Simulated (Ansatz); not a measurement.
Computed with Ansatz (plane waves, PAW, 420 eV cutoff): PBE, scalar-relativistic, collinear spin, 10×10×8 k-mesh, Gaussian smearing of 0.05 eV; PAW files: Ansatz's generated set soft_2.

The calculation on XN, where X is one element, gave:

```json
{"Space group": "P6_3/mmc (No. 194)", "Conventional cell": "a = 3.437 Å, b = 3.437 Å, c = 5.965 Å, α = 90.00°, β = 90.00°, γ = 120.00°", "Volume": "15.26 Å³/atom", "Band gap": "zero (metallic)", "Density of states at the Fermi level": "0.06 states/(eV·atom) (so small a value isn't resolved on this mesh)", "Magnetic state": "ferromagnetic", "Site spin moments": "X 6.85; N -0.08 μB", "Spin moment of the cell": "14.00 μB", "Bader charges": "X 1.71; N -1.71 e", "f electrons (orthogonalised atomic orbitals)": "X 7.12", "Formation energy from the elements (0 K, uncorrected)": "-1.41 eV/atom", "Bulk modulus (Birch–Murnaghan)": "141 GPa", "Pressure derivative B0′": "4.1"}
```

Sites: X on 2c, N on 2a.

Problem. Which element is X?
A. Eu
B. Tb
C. Gd
D. Sm

Solution. C. X is Gd, so the compound is GdN.

This is a trial structure; measured cells of the compound in the Crystallography Open Database are in space group Fm-3m (rock salt).

Exchange splits the half-filled 4f shell away from the Fermi level; the metal comes from a small overlap of other bands, which can be the functional's gap error. These numbers lack spin–orbit coupling. The run wasn't fully tested for a lower electronic state. Site moments are of spin, integrated over atomic spheres.
